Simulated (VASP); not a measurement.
# Si (Fd-3m) in VASP: further runs, part 2 of 2

VASP 6.6.1. The steps go on from the part before.

### 5 Relaxation of cell and atoms, PBEsol (cell and atoms relaxed tightly for response)

File INCAR:

```
ALGO     = Fast           # electronic algorithm
EDIFF    = 1E-6           # SCF threshold, eV
EDIFFG   = -0.001         # ionic threshold
ENCUT    = 600            # plane-wave cutoff, eV
GGA      = PS             # functional
IBRION   = 2              # ionic algorithm
ISIF     = 3              # what is computed and relaxed
ISMEAR   = 0              # smearing method
LASPH    = True           # aspherical terms in the spheres
LCHARG   = False          # write CHGCAR
LREAL    = False          # projectors in reciprocal space
LWAVE    = False          # write WAVECAR
NELM     = 100            # most SCF steps
NSW      = 80             # ionic steps
PREC     = Accurate       # precision mode
SIGMA    = 0.01           # smearing width, eV
```

File KPOINTS:

```
k-points
0
Gamma
  12 12 12
```

File POSCAR:

```
Si
1.0
    0.0000000000      2.7168139102      2.7168139102
    2.7168139102      0.0000000000      2.7168139102
    2.7168139102      2.7168139102      0.0000000000
Si
2
Direct
    0.7500000000      0.7500000000      0.7500000000
    0.5000000000      0.5000000000      0.5000000000
```

Potentials or basis: VASP PAW PBE potentials, release 64 (Si).

Started as:

```sh
$ cat potpaw_PBE.64/Si/POTCAR > POTCAR
$ mpirun -np 1 vasp_std > vasp.out
```

OUTCAR:

```text
EDIFF = 1E-6
   EDIFFG = -0.001
   ENCUT = 600
   GGA = PS
   IBRION = 2
   ISIF = 3
   ISMEAR = 0
   LASPH = True
   LREAL = False
   NELM = 100
   NSW = 80
   PREC = Accurate

 ion  position               nearest neighbor table
   1  0.750  0.750  0.750-   2 2.35   2 2.35   2 2.35   2 2.35
   2  0.500  0.500  0.500-   1 2.35   1 2.35   1 2.35   1 2.35

  LATTYP: Found a face centered cubic cell.
 ALAT       =     5.4336278204

  Lattice vectors:

 A1 = (   0.0000000000,   2.7168139102,   2.7168139102)
 A2 = (   2.7168139102,   0.0000000000,   2.7168139102)
 A3 = (   2.7168139102,   2.7168139102,   0.0000000000)

Analysis of symmetry for initial positions (statically):
=====================================================================
 Subroutine PRICEL returns:
 Original cell was already a primitive cell.
[... 263 lines left out ...]
 Fermi energy:         5.8514018793

 k-point     1 :       0.0000    0.0000    0.0000
  band No.  band energies     occupation
      1      -6.2092      2.00000
      2       5.7622      2.00000
      3       5.7622      2.00000
      4       5.7622      2.00000
      5       8.2786      0.00000
      6       8.2786      0.00000
      7       8.2786      0.00000
      8       9.0555      0.00000
[... 243 lines left out ...]
 k-point    24 :      -0.4167    0.1667    0.0000
  band No.  band energies     occupation
      1      -3.5931      2.00000
      2      -1.0281      2.00000
      3       2.7439      2.00000
      4       4.1627      2.00000
      5       7.8613      0.00000
      6       9.7540      0.00000
      7      10.0970      0.00000
      8      13.6455      0.00000

 [... further k-points ...]

------------------------ aborting loop because EDIFF is reached ----------------------------------------

  FORCE on cell =-STRESS in cart. coord.  units (eV):
  Direction    XX          YY          ZZ          XY          YZ          ZX
  --------------------------------------------------------------------------------------
  -------------------------------------------------------------------------------------
  Total        0.0016245      0.0016245      0.0016245      0.0000000      0.0000000      0.0000000
  in kB        0.0648244      0.0648244      0.0648244      0.0000000      0.0000000      0.0000000
  external PRESSURE =       0.0648244 kB  Pullay stress =       0.0000000 kB
[... 17 lines left out ...]
  FREE ENERGIE OF THE ION-ELECTRON SYSTEM (eV)
  ---------------------------------------------------
  free  energy   TOTEN  =       -11.4932115939 eV

  energy  without entropy=      -11.4932115939  energy(sigma->0) =      -11.49321159

 reached required accuracy - stopping structural energy minimisation
```

OSZICAR:

```text
N       E                     dE             d eps       ncg     rms          rms(c)
DAV:   1     0.109860640341E+02    0.10986E+02   -0.38032E+03  1152   0.917E+02
DAV:   2    -0.114102600578E+02   -0.22396E+02   -0.21909E+02  1760   0.911E+01
DAV:   3    -0.117137547377E+02   -0.30349E+00   -0.30349E+00  1408   0.137E+01
[... 17 lines left out ...]
       N       E                     dE             d eps       ncg     rms          rms(c)
DAV:   1    -0.114932183571E+02   -0.19614E-04   -0.27829E-04  1544   0.959E-02    0.156E-02
RMM:   2    -0.114932134399E+02    0.49172E-05   -0.29698E-06  1105   0.137E-02    0.901E-03
RMM:   3    -0.114932114740E+02    0.19658E-05   -0.37680E-06  1151   0.124E-02    0.150E-03
RMM:   4    -0.114932115939E+02   -0.11991E-06   -0.29005E-07   636   0.482E-03
   3 F= -.11493212E+02 E0= -.11493212E+02  d E =-.156560E-04
```

CONTCAR:

```text
Si
   1.00000000000000
     0.0000000000000000    2.7178215149246672    2.7178215149246672
     2.7178215149246672    0.0000000000000000    2.7178215149246672
     2.7178215149246672    2.7178215149246672   -0.0000000000000000
  Si
     2
Direct
     0.7500000000000000    0.7500000000000000    0.7500000000000000
     0.5000000000000000    0.5000000000000000    0.5000000000000000

  0.00000000E+00  0.00000000E+00  0.00000000E+00
  0.00000000E+00  0.00000000E+00  0.00000000E+00
```

It took 20 s on 1 thread of Intel Xeon Platinum 8488C (Sapphire Rapids), shared host; peak memory 0.18 GiB.

Results:

```yaml
Free_energy: -11.4932 eV
Relaxed_volume: 20.08 Å³/atom
Relaxed_cell: a = 3.844 Å, b = 3.844 Å, c = 3.844 Å, α = 60.00°, β = 60.00°, γ = 60.00°
Space_group_after_relaxing_to_0.05_Å: Fd-3m (No. 227)
Energy_gained_by_relaxing: 0.0 meV/atom
Ionic_steps: 3
Pressure_after_relaxing: 0.0 GPa
Band_gap_on_the_k_mesh: 0.46 eV, indirect (least direct gap 2.52 eV)
```

Final structure:
```
Si
1.0
     0.00000    2.71782    2.71782
     2.71782    0.00000    2.71782
     2.71782    2.71782    0.00000
Si
2
Direct
  0.75000 0.75000 0.75000
  0.50000 0.50000 0.50000
```

Caveat: the PAW data sets were made with another functional, which shifts forces and pressure a little. A k mesh can miss the band edges.

### 6 Relaxation of cell and atoms, PBEsol, target pressure 7.75 GPa, at which the enthalpy is minimised

This run uses another cell than the first one, of 18.68 Å³/atom, 0.931 times its volume.

File INCAR:

```
PREC = Accurate
ENCUT = 600
EDIFF = 1E-6
ISMEAR = 0
SIGMA = 0.02
LREAL = F
LASPH = T
NELM = 60
ALGO = Normal
ISIF = 3
LWAVE = F
LCHARG = F
GGA = PS
IBRION = 2
NSW = 80
EDIFFG = -0.002
PSTRESS = 77.5
```

File KPOINTS:

```
Automatic mesh
0
Gamma
  12 12 12
```

File POSCAR:

```
Si
1.0
    0.0000000000      2.6532026038      2.6532026038
    2.6532026038      0.0000000000      2.6532026038
    2.6532026038      2.6532026038      0.0000000000
Si
2
Direct
    0.7500000000      0.7500000000      0.7500000000
    0.5000000000      0.5000000000      0.5000000000
```

Potentials or basis: VASP PAW PBE potentials, release 64 (Si).

Started as:

```sh
$ cat potpaw_PBE.64/Si/POTCAR > POTCAR
$ mpirun -np 1 vasp_std > vasp.out
```

Run time: 48 s. Hardware: 1 thread of Intel Xeon Platinum 8488C (Sapphire Rapids), shared host; peak memory 0.16 GiB.

It converged, with:

- Free energy: -11.4305 eV
- Relaxed volume: 18.70 Å³/atom
- Relaxed cell: a = 3.754 Å, b = 3.754 Å, c = 3.754 Å, α = 60.00°, β = 60.00°, γ = 60.00°
- Space group after relaxing (to 0.05 Å): Fd-3m (No. 227)
- Energy change on relaxing (the enthalpy is what falls): -1.0 meV/atom
- Ionic steps: 3
- Pressure after relaxing: 7.7 GPa
- Band gap on the k mesh: 0.33 eV, indirect (least direct gap 2.54 eV)

The path:
```tsv
step	energy change (eV)	largest force (eV/Å)	pressure (GPa)	volume (Å³)
1	0.0000	0.0000	7.89	37.35
2	-0.0042	0.0000	7.60	37.44
3	-0.0020	0.0000	7.75	37.40
```

Final structure:
```
Si
1.0
     0.00000    2.65417    2.65417
     2.65417    0.00000    2.65417
     2.65417    2.65417    0.00000
Si
2
Direct
  0.75000 0.75000 0.75000
  0.50000 0.50000 0.50000
```

Levels at points of the mesh, in eV from the valence-band top:
```tsv
k point	band 1	band 2	band 3	band 4	band 5	band 6	band 7	band 8
(0.00, 0.00, 0.00)	-12.48	0.00	0.00	0.00	2.54	2.54	2.54	4.12
(0.50, 0.00, 0.00)	-9.95	-7.35	-1.26	-1.26	1.71	3.23	3.23	7.60
(0.50, 0.50, 0.00)	-8.06	-8.06	-3.06	-3.06	0.45	0.45	10.66	10.66
```

Caveat: the cell is relaxed towards a set pressure, so the enthalpy falls and the energy may rise; the PAW data sets were made with another functional, which shifts forces and pressure a little. PBEsol gaps usually lie below the measured ones, often by a third to a half.

### 7 The runs side by side

| task | cell | k mesh | cutoff (eV) | smearing | target pressure | gap on the mesh (eV) | pressure (GPa) |
| --- | --- | --- | --- | --- | --- | --- | --- |
| single point | Fd-3m, 20.05 Å³/atom | 6 × 6 × 6 | 520 | gaussian 0.02 eV | - | 0.59 | 0.2 |
| single point | Fd-3m, 19.98 Å³/atom | 6 × 6 × 6 | 520 | gaussian 0.1 eV | - | 0.58 | 0.5 |
| single point | cell and atoms relaxed tightly for response | 12 × 12 × 12 | 520 | gaussian 0.01 eV | - | 0.46 | 0.1 |
| relaxation of cell and atoms | relaxed from: cell and atoms relaxed tightly for response | 12 × 12 × 12 | 600 | gaussian 0.01 eV | - | 0.46 | 0.0 |
| relaxation of cell and atoms | relaxed to 7.75 GPa | 12 × 12 × 12 | 600 | gaussian 0.02 eV | 7.75 GPa | 0.33 | 7.7 |

Alike in all rows: level PBEsol; potentials or basis VASP PAW PBE potentials, release 64 (Si); no spin polarisation.

Caveats: the PAW data sets were made with another functional, which shifts forces and pressure a little; the cell is relaxed towards a set pressure, so the enthalpy falls and the energy may rise (some runs).

Absolute energies hang on the potentials; compare differences alone.
